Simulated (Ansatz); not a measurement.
# Mo/MgO/TiC: current against voltage, part 3 of 5

Aim: the current through Mo/MgO/TiC at finite bias, with the potential solved under that bias. The lower electrode is Mo bcc(001), the upper one TiC rock salt(001); the barrier is MgO rock salt(001) (non-polar). In the first transport cell, after relaxation, the nearest pair of electrode and barrier is Mo–O at 2.23 Å, along the normal, at the lower face and C–Mg at 2.26 Å, along the normal, at the upper one. All share a net of side 3.005 Å, which strains the lower electrode by -4.6 %, the upper one by -1.8 % and the barrier by +0.0 %, against typed lattice constants near PBE's. The first steps treat the bulk electrodes alone.

Ansatz 0.2.0; PBE DFT, plane waves, PAW files (the session's first sound run).

So far. Step 4 (Relaxation): The largest force component on a free atom ends at 0.018 eV/Å. At one or more of this run's solves the program warned of density in the dipole ramp over its bound, where dipole, forces and levels can be off.

## (5) Current under bias

This step: PBE DFT, plane waves, PAW files; current against voltage, self-consistent between two reservoirs (Ansatz 0.2.0).

System of this step: Mo/MgO/TiC. The cell holds 41 atoms: 13 Mo, 2 O, 2 Mg, 12 C and 12 Ti. Its edges and angles: a = 3.005 Å, b = 3.005 Å, c = 64.393 Å, α = 90.0°, β = 90.0°, γ = 90.0°. Regions: left electrode, 13 atoms (13 Mo); barrier, 4 atoms (2 O and 2 Mg); right electrode, 24 atoms (12 C and 12 Ti). Vacuum lies along c.

Under bias the potential drop changes the barrier, so density and potential are solved anew at each voltage between two reservoirs. The leads must hold the reservoirs as well as the screening charge.

Contents of input.yaml:

```yaml
crystal:
  lattice:
    - [3.005, 0.0, 0.0]
    - [0.0, 3.005, 0.0]
    - [0.0, 0.0, 64.3931810312]
  atoms:
    - { symbol: Mo, position: [0.0, 0.0, 0.1087071626] }
    - { symbol: Mo, position: [0.5, 0.5, 0.1343043576] }
    - { symbol: Mo, position: [0.0, 0.0, 0.1599015526] }
    - { symbol: Mo, position: [0.5, 0.5, 0.1854987476] }
    - { symbol: Mo, position: [0.0, 0.0, 0.2110959426] }
    - { symbol: Mo, position: [0.5, 0.5, 0.2366931376] }
    - { symbol: Mo, position: [0.0, 0.0, 0.2622903326] }
    - { symbol: Mo, position: [0.5, 0.5, 0.2878875276] }
    - { symbol: Mo, position: [0.0, 0.0, 0.3134847226] }
    - { symbol: Mo, position: [0.5, 0.5, 0.3390819176] }
    - { symbol: Mo, position: [0.0, 0.0, 0.3646791127] }
    - { symbol: Mo, position: [0.5, 0.5, 0.3902763077] }
    - { symbol: Mo, position: [0.0, 0.0, 0.4140905857] }
    - { symbol: O, position: [0.0, 0.0, 0.4487683944] }
    - { symbol: Mg, position: [0.5, 0.5, 0.4486831345] }
    - { symbol: O, position: [0.5, 0.5, 0.4813775553] }
    - { symbol: Mg, position: [0.0, 0.0, 0.4823923746] }
    - { symbol: C, position: [0.0, 0.0, 0.5174762329] }
    - { symbol: Ti, position: [0.5, 0.5, 0.5182862774] }
    - { symbol: C, position: [0.5, 0.5, 0.5516914257] }
    - { symbol: Ti, position: [0.0, 0.0, 0.5516914257] }
    - { symbol: C, position: [0.0, 0.0, 0.5856515668] }
    - { symbol: Ti, position: [0.5, 0.5, 0.5856515668] }
    - { symbol: C, position: [0.5, 0.5, 0.619611708] }
    - { symbol: Ti, position: [0.0, 0.0, 0.619611708] }
    - { symbol: C, position: [0.0, 0.0, 0.6535718492] }
    - { symbol: Ti, position: [0.5, 0.5, 0.6535718492] }
    - { symbol: C, position: [0.5, 0.5, 0.6875319904] }
    - { symbol: Ti, position: [0.0, 0.0, 0.6875319904] }
    - { symbol: C, position: [0.0, 0.0, 0.7214921315] }
    - { symbol: Ti, position: [0.5, 0.5, 0.7214921315] }
    - { symbol: C, position: [0.5, 0.5, 0.7554522727] }
    - { symbol: Ti, position: [0.0, 0.0, 0.7554522727] }
    - { symbol: C, position: [0.0, 0.0, 0.7894124139] }
    - { symbol: Ti, position: [0.5, 0.5, 0.7894124139] }
    - { symbol: C, position: [0.5, 0.5, 0.8233725551] }
    - { symbol: Ti, position: [0.0, 0.0, 0.8233725551] }
    - { symbol: C, position: [0.0, 0.0, 0.8573326962] }
    - { symbol: Ti, position: [0.5, 0.5, 0.8573326962] }
    - { symbol: C, position: [0.5, 0.5, 0.8912928374] }
    - { symbol: Ti, position: [0.0, 0.0, 0.8912928374] }
kpoints:
  mp_grid: { grid: [10, 10, 1] }
scf:
  occupations: { method: fermi_dirac, width: 0.1 }
  max_iter: 150
hamiltonian:
  xc: pbe
output:
  current_voltage:
    bias: [0.15, 1.0, 1.6, -0.15, -1.0, -1.6]
    kmesh: [20, 20]
    leads: [[5, 6], [29, 31]]
    electrode_ends: [12, 17]
  write_potential: true
  write_density: true
  volumetric_format: npy
  elf: true
```

On the command line:

```
$ ansatz run input.yaml --threads 8 --pin off --max-ram 20480MiB --backend cpu --events-out ev --progress --plain --runs-dir out
```

Numbers of over 12 decimals in the logs are rounded to 6 here.

Log:

```text
[...]
Crystal: 41 atoms, lattice volume = 581.472 Å³
Basis set: ecut = 420 eV, 11119 PW (Γ)
Bands: 244, of which v1, the nominal top of the filled ones, is band 203 counted from 1 (202 counted from 0)
Symmetry: 8 space group operations
[...]
k-points: 21 of 100
[...]
SCF iter   1: F=—  HF=-102437.847208 eV  |F-HF|=—  |Δ(HF+E_count)|=         —  Δρ=1.15e-2  dr2=1.14e2  ethr=1.77e-3  ⟨swp⟩=7.5  Hψ=23353  notcnv=0
[...]
SCF iter  10: F=-102437.471051 eV  HF=-102437.471051 eV  |F-HF|=4.44e-8  |Δ(HF+E_count)|=   1.81e-8  Δρ=2.57e-6  dr2=6.81e-8  ethr=2.46e-11  ⟨swp⟩=8.4  Hψ=15063  notcnv=0
SCF 1 converged in 10 iterations: F = -102437.471051 eV  dr2 = 6.81e-8
[...]
bias +0 V, iteration  1: dr2 9.18e-2 eV, mean Fermi level 13.5597 eV
bias +0 V, iteration  2: dr2 2.51e-3 eV, mean Fermi level 13.5643 eV
bias +0 V, iteration  3: dr2 1.01e-3 eV, mean Fermi level 13.5625 eV
bias +0 V, iteration  4: dr2 3.34e-5 eV, mean Fermi level 13.5631 eV
bias +0 V, iteration  5: dr2 3.12e-6 eV, mean Fermi level 13.5632 eV
bias +0 V, iteration  6: dr2 5.91e-7 eV, mean Fermi level 13.5632 eV
bias +0 V, iteration  7: dr2 6.87e-8 eV, mean Fermi level 13.5633 eV
bias +0.15 V, iteration  1: dr2 1.32e1 eV, mean Fermi level 13.5258 eV
bias +0.15 V, iteration  2: dr2 2.44e0 eV, mean Fermi level 13.5480 eV
bias +0.15 V, iteration  3: dr2 6.01e-3 eV, mean Fermi level 13.5653 eV
bias +0.15 V, iteration  4: dr2 2.97e-4 eV, mean Fermi level 13.5658 eV
bias +0.15 V, iteration  5: dr2 3.13e-5 eV, mean Fermi level 13.5658 eV
bias +0.15 V, iteration  6: dr2 5.08e-6 eV, mean Fermi level 13.5660 eV
bias +0.15 V, iteration  7: dr2 9.88e-7 eV, mean Fermi level 13.5659 eV
bias +0.15 V, iteration  8: dr2 9.21e-8 eV, mean Fermi level 13.5660 eV
bias +1 V, iteration  1: dr2 2.92e2 eV, mean Fermi level 13.3886 eV
bias +1 V, iteration  2: dr2 3.83e1 eV, mean Fermi level 13.5073 eV
bias +1 V, iteration  3: dr2 3.66e0 eV, mean Fermi level 13.5574 eV
bias +1 V, iteration  4: dr2 6.21e-2 eV, mean Fermi level 13.5766 eV
bias +1 V, iteration  5: dr2 3.58e-3 eV, mean Fermi level 13.5808 eV
bias +1 V, iteration  6: dr2 3.60e-4 eV, mean Fermi level 13.5814 eV
bias +1 V, iteration  7: dr2 8.99e-5 eV, mean Fermi level 13.5820 eV
bias +1 V, iteration  8: dr2 2.14e-5 eV, mean Fermi level 13.5820 eV
bias +1 V, iteration  9: dr2 3.29e-6 eV, mean Fermi level 13.5820 eV
bias +1 V, iteration 10: dr2 5.09e-7 eV, mean Fermi level 13.5820 eV
bias +1 V, iteration 11: dr2 1.31e-7 eV, mean Fermi level 13.5820 eV
bias +1 V, iteration 12: dr2 1.49e-8 eV, mean Fermi level 13.5820 eV
bias +1.6 V, iteration  1: dr2 2.35e-4 eV, mean Fermi level 13.5934 eV
bias +1.6 V, iteration  2: dr2 1.77e-4 eV, mean Fermi level 13.5932 eV
bias +1.6 V, iteration  3: dr2 1.34e-4 eV, mean Fermi level 13.5932 eV
bias +1.6 V, iteration  4: dr2 3.68e-5 eV, mean Fermi level 13.5931 eV
bias +1.6 V, iteration  5: dr2 2.86e-6 eV, mean Fermi level 13.5930 eV
bias +1.6 V, iteration  6: dr2 8.32e-7 eV, mean Fermi level 13.5930 eV
bias +1.6 V, iteration  7: dr2 1.24e-7 eV, mean Fermi level 13.5930 eV
bias +1.6 V, iteration  8: dr2 3.33e-8 eV, mean Fermi level 13.5930 eV
bias -0.15 V, iteration  1: dr2 2.15e-3 eV, mean Fermi level 13.5592 eV
bias -0.15 V, iteration  2: dr2 3.76e-4 eV, mean Fermi level 13.5593 eV
bias -0.15 V, iteration  3: dr2 3.31e-4 eV, mean Fermi level 13.5598 eV
bias -0.15 V, iteration  4: dr2 1.63e-4 eV, mean Fermi level 13.5600 eV
bias -0.15 V, iteration  5: dr2 2.27e-7 eV, mean Fermi level 13.5603 eV
[...]
bias -1 V, iteration 11: dr2 1.07e-7 eV, mean Fermi level 13.5437 eV
bias -1 V, iteration 12: dr2 7.35e-9 eV, mean Fermi level 13.5437 eV
bias -1.6 V, iteration  1: dr2 1.50e-2 eV, mean Fermi level 13.5326 eV
bias -1.6 V, iteration  2: dr2 8.25e-3 eV, mean Fermi level 13.5330 eV
bias -1.6 V, iteration  3: dr2 1.88e-3 eV, mean Fermi level 13.5330 eV
bias -1.6 V, iteration  4: dr2 5.47e-4 eV, mean Fermi level 13.5333 eV
bias -1.6 V, iteration  5: dr2 5.34e-5 eV, mean Fermi level 13.5333 eV
bias -1.6 V, iteration  6: dr2 1.26e-5 eV, mean Fermi level 13.5333 eV
bias -1.6 V, iteration  7: dr2 3.10e-6 eV, mean Fermi level 13.5333 eV
bias -1.6 V, iteration  8: dr2 8.01e-7 eV, mean Fermi level 13.5333 eV
bias -1.6 V, iteration  9: dr2 1.14e-7 eV, mean Fermi level 13.5333 eV
bias -1.6 V, iteration 10: dr2 1.95e-8 eV, mean Fermi level 13.5333 eV
transmission: 266 of 2508 steps passed
transmission: 516 of 2508 steps passed
[...]
transmission: 2574 of 2574 steps passed
WARN: The output density's exchange-correlation potential varies sharply where the density is thin. Do not read a vacuum level from v_tot or v_xc, or from such a field of the output density. On a cell that repeats whose density bears no net charge and no dipole along the vacuum's axis use v_es (v_loc + v_h of the components); under efield.dipole_correction with no amplitude use v_es + v_field, which holds any externa [...]
SCF converged after 10 iterations
Free energy (F): -102437.471051 eV
[...]
Internal energy: -102436.975197 eV  (E = F + TS)
E sigma→0 (E₀):  -102437.223124 eV
Entropy (-TS):   -0.495854 eV (-12.094 meV/atom)
Fermi energy:    13.559861 eV
[...]
--- Band table (eV; the first three rows and the last of 21) ---
  k-point 0: bands = [... 199 lower, 13.5776, 13.5777, 13.5992, 13.6490, 13.6490, 13.6526, 13.6655, 13.6655, ... 37 higher]
  k-point 1: bands = [... 199 lower, 13.4731, 13.5226, 13.5698, 13.7135, 13.7285, 13.7326, 13.8206, 13.8762, ... 37 higher]
  k-point 2: bands = [... 199 lower, 12.9948, 13.0303, 13.5506, 13.6139, 13.6802, 13.7301, 13.8216, 13.9604, ... 37 higher]
  k-point 20: bands = [... 199 lower, 13.7229, 13.7229, 14.2062, 14.2062, 14.3182, 14.3182, 14.7547, 14.7547, ... 37 higher]
--- Current–voltage curve ---
  leads      : [5, 6] from 7.00 to 25.13 and [29, 31] from 35.53 to 57.39 Å, reservoirs outside 18.54 and 43.48
  electrodes : end at 26.66 and 33.32 Å
  density    : 415 bands, filled at a thermal energy of 1.000e-1 eV; current at 300 K
  bias (V)   current (A)   every other point   every other energy   edges, levels   drop (V)   electrons moved   misfit (meV)   iterations
        +0      0.0000e0            0.0000e0             0.0000e0        0.0000e0     +0.000            0.00e0           33.0   7
     +0.15     6.9571e-9           5.9980e-9            6.9573e-9       1.0695e-9     +0.148           2.09e-3           32.7   8
        +1     9.6798e-8           7.8058e-8            9.6780e-8      2.0765e-10     +0.991           1.41e-2           30.5   12
      +1.6     2.6238e-7           1.9724e-7            2.6716e-7       4.6873e-8     +1.585           2.26e-2           29.2   8
     -0.15    -8.2636e-9          -1.0306e-8           -8.2621e-9      2.7212e-12     -0.148          -2.09e-3           32.8   8
        -1    -1.4812e-7          -1.4242e-7           -1.4824e-7      1.3110e-10     -0.989          -1.37e-2           32.1   12
      -1.6    -5.3696e-7          -5.0996e-7           -5.3699e-7      5.0212e-11     -1.579          -2.14e-2           30.5   10
  At 0 V the conductance is 5.3514e-8 S, 5.9262e11 S/m².
```

Elapsed: 39 min, on 8 threads of Arm Neoverse V2, shared host; peak memory 12 GiB.

This step gave:

- free energy: -102437.4711 eV
- Fermi energy: 13.56 eV
- conductance at zero bias: 5.93e11 S/m²

Checks by voltage:

```
bias (V)  current density (ampere/m²)  current on every other mesh point (ampere)  drop across the junction (V)  electrons moved  electrons in bound states  misfit, lower lead (eV)  misfit, upper lead (eV)  iterations
    -1.6                     -5.95e12                                    -5.10e-7                        -1.579         -0.02143                    5.58e-4                  0.01486                  0.03053          10
      -1                     -1.64e12                                    -1.42e-7                       -0.9891         -0.01374                    3.06e-4                  0.01778                  0.03209          12
   -0.15                     -9.15e10                                    -1.03e-8                       -0.1483        -0.002089                    4.28e-5                  0.02257                  0.03283           8
       0                            0                                           0                             0                0                          0                   0.0234                  0.03296           7
    0.15                      7.70e10                                     6.00e-9                        0.1484         0.002093                    4.22e-5                  0.02357                   0.0327           8
       1                      1.07e12                                     7.81e-8                        0.9909          0.01412                    2.87e-4                  0.02432                  0.03046          12
     1.6                      2.91e12                                     1.97e-7                         1.585          0.02264                    4.73e-4                  0.02466                  0.02921           8
```

Cell area 9.030 Å^2. Current through one cell against bias:

```
bias (V)  current through one cell (μA)
   -1.60                         -0.537
   -1.00                         -0.148
   -0.15                       -0.00826
    0.00                              0
    0.15                        0.00696
    1.00                         0.0968
    1.60                          0.262
```

Bias 0 V. Transmission and channels, zone mean against energy, zero at the mean Fermi level:

```
energy (eV)  transmission  channels, left  channels, right
     -0.259        3.1e-4            1.59             0.37
     -0.233        3.4e-4            1.64             0.39
     -0.207        3.0e-4            1.64             0.34
     -0.181        3.0e-4            1.74              0.3
     -0.155        3.2e-4            1.61             0.29
     -0.129        3.7e-4            1.59              0.3
     -0.103        4.8e-4            1.57            0.335
     -0.078        5.4e-4            1.59             0.34
     -0.052        5.8e-4            1.59             0.33
     -0.026        7.0e-4            1.68             0.35
      0.000        7.2e-4            1.71             0.36
      0.026        7.3e-4            1.71             0.39
      0.052        7.4e-4            1.77             0.39
      0.078        7.4e-4            1.74             0.41
      0.103        7.3e-4            1.75              0.4
      0.129        7.0e-4            1.75            0.415
      0.155        6.0e-4            1.73            0.395
      0.181        6.7e-4            1.85            0.415
      0.207        7.2e-4            1.90            0.435
      0.233        7.4e-4            1.86            0.435
      0.259        7.4e-4            2.02            0.435
```

Bias 1.6 V. Transmission and channels, zone mean against energy, zero at the mean Fermi level:

```
energy (eV)  transmission  channels, left  channels, right
     -1.060        4.1e-4            2.39             0.37
     -0.982        5.2e-4            2.42              0.3
     -0.905        6.0e-4            2.44            0.335
     -0.853        6.3e-4            2.63             0.34
     -0.776       0.00159            2.72              0.4
     -0.698       0.00172            2.66             0.41
     -0.620       0.00132            2.44            0.415
     -0.543       0.00146            2.31            0.435
     -0.465       0.00126            2.09            0.425
     -0.414       0.00134            1.99            0.475
     -0.336       0.00154            1.93            0.525
     -0.259       0.00132            1.75            0.575
     -0.181       0.00130            1.59            0.603
     -0.103       0.00115            1.59            0.583
     -0.026       0.00128            1.60            0.642
      0.000       0.00123            1.58            0.677
      0.026       0.00120            1.58            0.728
      0.103       0.00143            1.65            0.807
      0.181       0.00449            1.57            0.777
      0.259       0.00444            1.57            0.777
      0.284       0.00696            1.61            0.787
      0.336       0.00175            1.59            0.868
      0.414       0.00195            1.55            0.897
      0.465       0.00184            1.64            0.968
      0.543       0.00140            1.59            0.938
      0.620       0.00304            1.74            0.978
      0.672        0.0186            1.59            0.988
      0.698       0.00399            1.57             1.03
      0.776       0.00216            1.68             1.09
      0.853       0.00250            1.76             1.10
      0.905       0.00242            1.75             1.11
      0.982       0.00227            1.85             1.17
      1.060       0.00905            1.99             1.16
```

Bias -1.6 V. Transmission and channels, zone mean against energy, zero at the mean Fermi level:

```
energy (eV)  transmission  channels, left  channels, right
     -1.060       0.00695            1.59             1.58
     -1.008       0.00618            1.64             1.55
     -0.957       0.00552            1.70             1.46
     -0.879       0.00508            1.57             1.49
     -0.827       0.00493            1.59             1.44
     -0.776       0.00470            1.71             1.36
     -0.724       0.00617            1.75             1.29
     -0.698       0.00678            1.75             1.29
     -0.646       0.00624            1.78              1.2
     -0.595       0.00586            1.90             1.14
     -0.543       0.00585            1.91             1.15
     -0.491       0.00627            1.97             1.15
     -0.439       0.00695            2.06             1.04
     -0.362       0.00822            2.06             1.02
     -0.310       0.00644            2.12             0.94
     -0.259       0.00427            2.17              0.9
     -0.207       0.00333            2.25             0.87
     -0.155       0.00277            2.25             0.83
     -0.078       0.00254            2.25             0.83
     -0.026       0.00240            2.35             0.77
      0.000       0.00238            2.37             0.73
      0.026       0.00238            2.25             0.72
      0.078       0.00239            2.38             0.63
      0.155       0.00260            2.40             0.61
      0.207       0.00291            2.27             0.57
      0.259       0.00331            2.26             0.48
      0.310       0.00327            2.12             0.46
      0.362       0.00340            1.89              0.4
      0.439       0.00358            1.75              0.4
      0.491       0.00363            1.72             0.42
      0.543       0.00373            1.69             0.39
      0.595       0.00378            1.59              0.3
      0.646       0.00404            1.57             0.29
      0.724       0.00451            1.62             0.34
      0.776       0.00493            1.62             0.36
      0.827       0.00511            1.54             0.39
      0.853       0.00511            1.51             0.39
      0.879       0.00499            1.43             0.41
      0.957       0.00420            1.63            0.415
      1.008       0.00510            1.54            0.435
      1.060       0.00618            1.39            0.435
```

The Hartree potential energy less that at 0 V, planar mean by z:

```
z (Å)  0.15 V (eV)  1 V (eV)  1.6 V (eV)  -0.15 V (eV)  -1 V (eV)  -1.6 V (eV)
    0      0.00738    0.0510      0.0816      -0.00836    -0.0550      -0.0827
    5       0.0753     0.504       0.807       -0.0758     -0.507       -0.808
   10       0.0777     0.519       0.830       -0.0780     -0.520       -0.830
   15       0.0776     0.518       0.829       -0.0770     -0.514       -0.820
   20       0.0778     0.519       0.830       -0.0774     -0.516       -0.824
   25       0.0771     0.515       0.824       -0.0775     -0.516       -0.822
   30       0.0115    0.0746       0.120       -0.0116    -0.0784       -0.127
   35      -0.0671    -0.450      -0.718        0.0671      0.447        0.705
   40      -0.0705    -0.472      -0.755        0.0707      0.472        0.751
   45      -0.0706    -0.471      -0.754        0.0717      0.478        0.762
   50      -0.0720    -0.480      -0.768        0.0721      0.481        0.769
   55      -0.0718    -0.480      -0.768        0.0716      0.478        0.766
   60      -0.0552    -0.368      -0.592        0.0549      0.367        0.590
```

Valence density in the ca plane at fractional y = 0.000, with atoms of Mo and O and Mg and C and Ti within 0.2 Å of it. It is the smooth field of the valence electrons, not physical close to the nuclei.

Ten steps, logarithmic in the rise over the least value, from '0' (0 e/Å³) to '9' (23 e/Å³), each cell a mean:
```
67752111367753111467752256641168831234432257
45532111245542111245531134420013300123321125
22211111122211111122210011100000000011110011
11111111111111111111100000000000000001100001
11111111111111111111110000000000000011110001
33321111123321111234321112210001000112221112
56652111256652111356641245531046620134432246
67763111367763111467752357742179941234432367
```
Columns run along c (16.0 Å, from fractional 0.31 to 0.56 of the cell), rows up along a (3.0 Å). Atoms in or near the plane, at fractional coordinates: Mo at (0.31, 0.00), Mo at (0.36, 0.00), Mo at (0.41, 0.00), O at (0.45, 0.00), Mg at (0.48, 0.00), C at (0.52, 0.00), Ti at (0.55, 0.00).

[end of part 3 of 5]

[Logs are printed without paths, hosts, clocks, repeated set-up lines and the standing remarks that a program may print on its own settings, such as how far it seeks lower states.]

[Hosts, paths, dates, database ids (printed as entryN), source tags and the programs' standing remarks are cut or masked in the printed files.]
